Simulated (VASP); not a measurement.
# BN: G0W0 on PBE, by tags set

BN, F-43m (no. 216), 2 atoms in the cell. PBE, GW; PAW potentials N_GW, B_GW (PBE set).

| Tags set | Quasiparticle gap on the mesh (eV) | Gap of the starting point on the mesh (eV) | Quasiparticle gap at the zone centre (eV) | Starting gap at the zone centre (eV) | Correction of the gap between the band edges on the mesh (eV) | Time (s) |
|---|---|---|---|---|---|---|
| defaults | 5.11 | 4.09 | 10.09 | 8.35 | 1.02 | 3.3 |
| ISYM=0 | 5.10 | 4.09 | 10.08 | 8.35 | 1.02 | 4.2 |
| ISYM=-1 | 5.10 | 4.09 | 10.08 | 8.35 | 1.02 | 4.3 |

Limits: the mesh is coarse: neither the gap nor the screening is converged.

## Input of the first row

INCAR.step1:
```
  PREC = Accurate
  ENCUT = 500
  ISMEAR = 0
  SIGMA = 0.05
  LASPH = True
  LREAL = False
  GGA = PE
  ALGO = Normal
  EDIFF = 1E-8
  NELM = 150
  LWAVE = True
  LCHARG = False
```

INCAR.step2, as INCAR.step1 but for:
```
- ALGO = Normal
- NELM = 150
+ ALGO = Exact
+ NELM = 1
+ ISTART = 1
+ NBANDS = 56
+ LOPTICS = True
```

INCAR.step3:
```
  PREC = Accurate
  ENCUT = 500
  ISMEAR = 0
  SIGMA = 0.05
  LASPH = True
  LREAL = False
  GGA = PE
  ALGO = EVGW0
  NBANDS = 56
  NBANDSGW = 8
  ENCUTGW = 160
  NOMEGA = 48
  PRECFOCK = Fast
  ISTART = 1
  LWAVE = False
  LCHARG = False
  NELMGW = 1
```

KPOINTS:
```
k-points
0
Gamma
  2 2 2
```

POSCAR:
```
BN
1.0
    0.0000000000      1.8130010000      1.8130010000
    1.8130010000      0.0000000000      1.8130010000
    1.8130010000      1.8130010000      0.0000000000
N B
1 1
Direct
    0.2500000000      0.2500000000      0.2500000000
    0.0000000000      0.0000000000      0.0000000000
```

Commands (each step's output is kept before the next begins):
```
cat potpaw_PBE.64/N_GW/POTCAR potpaw_PBE.64/B_GW/POTCAR > POTCAR
cp INCAR.step1 INCAR
mpirun -np 4 vasp_std > vasp.out
cp INCAR.step2 INCAR
mpirun -np 4 vasp_std > vasp.out
cp INCAR.step3 INCAR
mpirun -np 4 vasp_std > vasp.out
```

Changes of the last row against the first:
```
(all steps)
+ ISYM = -1
```

VASP 6.6.1 took 3.3 s on 4 cores (Intel Xeon Platinum 8259CL @ 2.50GHz (Skylake/Cascade Lake)), a shared host.
